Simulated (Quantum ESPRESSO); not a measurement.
Input of a Quantum ESPRESSO 7.5 run:

Contents of run.py:

```python
import numpy as np
from ase.calculators.espresso import Espresso, EspressoProfile
from ase.io import read

atoms = read('POSCAR')

input_data = {
    'control': {'calculation': 'scf', 'prefix': 'pwscf', 'outdir': './tmp', 'tprnfor': True, 'tstress': True, 'disk_io': 'low'},
    'system': {'ecutwfc': 45.0, 'ecutrho': 360.0, 'nbnd': 20, 'occupations': 'smearing', 'smearing': 'fd', 'degauss': 0.00367493},
    'electrons': {'conv_thr': 6e-10, 'electron_maxstep': 120, 'mixing_beta': 0.5},
}
pseudopotentials = {'S': 's_pbesol_v1.4.uspp.F.UPF', 'Mo': 'mo_pbesol_v1.uspp.F.UPF'}
profile = EspressoProfile(command='mpirun -n 2 pw.x -nk 2', pseudo_dir='pseudo')
dft = Espresso(profile=profile, input_data=input_data, pseudopotentials=pseudopotentials, kpts=(8, 8, 2), koffset=(0, 0, 0))
from ase.calculators.mixing import SumCalculator
from dftd4.ase import DFTD4
d4 = DFTD4(method='pbesol')
atoms.calc = SumCalculator([dft, d4])

from ase.optimize import BFGS
from ase.filters import FrechetCellFilter
done = BFGS(FrechetCellFilter(atoms), trajectory='opt.traj').run(fmax=0.02, steps=30)
print('converged', done)
print('cell (A)', np.round(atoms.cell.cellpar(), 5))
print(f'energy {atoms.get_potential_energy():.8f} eV')
print('forces (eV/A)')
print(np.round(atoms.get_forces(), 6))
print('stress (eV/A^3, Voigt)')
print(np.round(atoms.get_stress(), 8))
print(f'Fermi level {dft.get_fermi_level():.4f} eV')
print(f'D4 part {d4.get_potential_energy(atoms):.8f} eV')
atoms.write('final.traj')
```

File POSCAR:

```
MoS2
1.0
    3.1841260822      0.0000000000      0.0000000000
   -1.5920630411      2.7575340760      0.0000000000
    0.0000000000      0.0000000000     17.3345999500
Mo S
1 2
Direct
    0.0000000000      0.0000000000      0.0000000000
    0.3333333333      0.6666666667      0.9105070200
    0.3333333333      0.6666666667      0.0894929800
```

Potentials or basis: GBRV 1.5 PBEsol.

Run with:

```console
$ OMP_NUM_THREADS=1 python run.py
```

(1) Estimate the relaxed volume.

(2) Predict the dispersion energy per atom.

(3) What does it give for the space group after relaxing (to 0.05 Å)?

(4) What does it give for the band gap on the k mesh?

## Answers

(1) 48.85 Å³/atom.

(2) -0.172 eV.

(3) P-6m2 (No. 187).

(4) 2.17 eV, indirect (least direct gap 2.19 eV).
